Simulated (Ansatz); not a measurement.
**KTaO3: course of a relaxation**

These are results of DFT PBEsol, scalar-relativistic, plane waves, PAW (Ansatz), not measurements. Settings: 420 eV cutoff, 8×8×8 k-mesh, Gaussian smearing of 0.02 eV, no spin polarisation.

What was changed: biaxial strain in the a-b plane, c and atoms relaxed: +3.0 %.

Spin–orbit coupling is left out, which can shift energies with elements as heavy as these.

Command:

```bash
ansatz run input.yaml --threads 1 --pin off --max-ram 2560MiB --backend cpu --events-out ev --progress --plain --runs-dir out
```

Input:

```yaml
crystal:
  lattice:
    - [4.105180331, 0.0, 0.0]
    - [0.0, 4.105180331, 0.0]
    - [0.0, 0.0, 3.9138709563]
  atoms:
    - { symbol: K, position: [0.5, 0.5, 0.5] }
    - { symbol: Ta, position: [0.0, 0.0, 0.0] }
    - { symbol: O, position: [0.0, 0.5, 0.0] }
    - { symbol: O, position: [0.0, 0.0, 0.5] }
    - { symbol: O, position: [0.5, 0.0, 0.0] }
basis:
  ecutwfc: 420
kpoints:
  mp_grid: { grid: [8, 8, 8] }
hamiltonian:
  xc: pbesol
scf:
  occupations: { method: gaussian, width: 0.02 }
output:
  forces: true
  stress: true
  eigenvalues: true
relax:
  adjacent_minimum: "off"
  f_tol: 0.008
  max_steps: 40
  cell: { stress_tol: 0.015, fix: [a, b, gamma] }
```

F is the free energy. Steps run on the plane waves of an earlier cell, but the last one, and at times one on the way, on a freshly chosen basis, so a repeated geometry can differ a little in energy. The held parts of the cell keep their stress, so P needn't end at zero.

Steps:

```csv
step,F − F(1) (eV),largest force component (eV/Å),V (Å³/atom),P (GPa)
1,0.0000,0.000,13.192,-6.82
2,-0.0049,0.000,13.297,-8.44
3,-0.0049,0.000,13.301,-8.51
4,-0.0069,0.000,13.301,-8.45
5,-0.0068,0.000,13.304,-8.50
6,-0.0069,0.000,13.304,-8.49
```

Relaxed structure:

```xyz
5
Lattice="4.1052 0.0000 0.0000 0.0000 4.1052 0.0000 0.0000 0.0000 3.9473" Properties=species:S:1:pos:R:3 pbc="T T T"
K     2.0526    2.0526    1.9736
Ta    0.0000    0.0000    0.0000
O     0.0000    2.0526    0.0000
O     0.0000    0.0000    1.9736
O     2.0526    0.0000    0.0000
```

The structure is tetragonal, space group P4/mmm (No. 123). Conventional cell: a = 4.105 Å, b = 4.105 Å, c = 3.947 Å, α = 90.00°, β = 90.00°, γ = 90.00°. Around K (site symmetry 4/mmm) lie 12 O at 2.85 to 2.90 Å. Around Ta (site symmetry 4/mmm) lie 6 O at 1.97 to 2.05 Å. O (site symmetry mmm) is surrounded by 2 Ta at 2.05 Å. O (site symmetry 4/mmm) has 2 Ta at 1.97 Å as nearest neighbours.

The run converged. The run took 47 s on 1 thread of Arm Neoverse V1, on a shared host, peak memory 0.4 GiB.